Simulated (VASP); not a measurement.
Output of a VASP run:

OSZICAR:
```
       N       E                     dE             d eps       ncg     rms          rms(c)
DAV:   1     0.984666441005E+02    0.98467E+02   -0.64363E+03   480   0.111E+03
DAV:   2     0.104101667990E+01   -0.97426E+02   -0.92350E+02   748   0.177E+02
DAV:   3    -0.623518106133E+01   -0.72762E+01   -0.72579E+01   604   0.569E+01
DAV:   4    -0.630727148215E+01   -0.72090E-01   -0.72067E-01   560   0.673E+00
DAV:   5    -0.630788525139E+01   -0.61377E-03   -0.61367E-03   600   0.613E-01    0.180E+00
DAV:   6    -0.606190569722E+01    0.24598E+00   -0.36902E-01   544   0.305E+00    0.110E+00
DAV:   7    -0.602087296094E+01    0.41033E-01   -0.18164E-01   588   0.219E+00    0.593E-01
DAV:   8    -0.602380702603E+01   -0.29341E-02   -0.13589E-02   552   0.818E-01    0.968E-02
DAV:   9    -0.602426886407E+01   -0.46184E-03   -0.22895E-03   556   0.292E-01    0.783E-02
DAV:  10    -0.602432308955E+01   -0.54225E-04   -0.16530E-04   560   0.105E-01    0.108E-02
DAV:  11    -0.602432906390E+01   -0.59744E-05   -0.31777E-05   592   0.355E-02    0.469E-03
DAV:  12    -0.602432902833E+01    0.35569E-07   -0.73710E-06   596   0.169E-02    0.121E-03
DAV:  13    -0.602432904079E+01   -0.12459E-07   -0.18529E-07   532   0.342E-03
   1 F= -.65549259E+01 E0= -.65549259E+01  d E =0.000000E+00
```

**OUTCAR**
```
------------------------ aborting loop because EDIFF is reached ----------------------------------------
 Edisp (eV)   -0.53060
  FORCE on cell =-STRESS in cart. coord.  units (eV):
  Direction    XX          YY          ZZ          XY          YZ          ZX
  --------------------------------------------------------------------------------------
  Total       0.01049     0.01049     0.01049    -0.00000    -0.00000    -0.00000
  in kB       0.19858     0.19858     0.19858    -0.00000    -0.00000    -0.00000
  external pressure =        0.20 kB  Pullay stress =        0.00 kB
  volume of cell :       84.61
      direct lattice vectors                 reciprocal lattice vectors
     4.390013387  0.000000000  0.000000000     0.227789738  0.000000000  0.000000000
     0.000000000  4.390013387  0.000000000     0.000000000  0.227789738  0.000000000
     0.000000000  0.000000000  4.390013387     0.000000000  0.000000000  0.227789738
 POSITION                                       TOTAL-FORCE (eV/Angst)
 -----------------------------------------------------------------------------------
      0.00000      0.00000      0.00000         0.000000      0.000000      0.000000
      2.19501      2.19501      2.19501         0.000000      0.000000      0.000000
 -----------------------------------------------------------------------------------
    total drift:                                0.000000      0.000000      0.000000
  FREE ENERGIE OF THE ION-ELECTRON SYSTEM (eV)
  ---------------------------------------------------
  free  energy   TOTEN  =        -6.5549259297 eV

  energy  without entropy=       -6.5549259297  energy(sigma->0) =       -6.55492593

 total charge

# of ion       s       p       d       tot
------------------------------------------
    1        1.834   4.707   0.025   6.566
    2        1.601   3.276   0.001   4.879
--------------------------------------------------
tot          3.435   7.983   0.027  11.445
```
(Selected blocks of OUTCAR.)

**POSCAR**
```
CsBr
1
    4.3900133867     0.0000000000     0.0000000000
    0.0000000000     4.3900133867     0.0000000000
    0.0000000000     0.0000000000     4.3900133867
Cs Br
1 1
Direct
  0.0000000000   0.0000000000   0.0000000000
  0.5000000000   0.5000000000   0.5000000000
```

Problem. Reconstruct the remaining input files.

Solution. Several could match; the one computed here: the input of the run itself, PBE GGA with D3 dispersion (zero damping), plane waves, VASP's PBE PAW potentials (set 64).

**INCAR**
```
# general
SYSTEM =CsBr
PREC   =Accurate
ENCUT  =520
LREAL  =.FALSE.
LASPH  =.TRUE.

# electronic loop
EDIFF  =1E-7
NELM   =100
ALGO   =Normal
LMAXMIX=4

# smearing
ISMEAR =-5

# functional
GGA    =PE
IVDW   =11

# ions
ISIF   =2

# output
LWAVE  =.FALSE.
LCHARG =.TRUE.
LORBIT =11
NEDOS  =601
```

KPOINTS:
```
Automatic mesh
0
Gamma
7 7 7
0 0 0
```

POTCAR, in this order: Cs_sv Br (PBE.64 set). Program: vasp_std.

The compound is CsBr in the CsCl type structure. It was relaxed first, which changed the volume by +7 %.
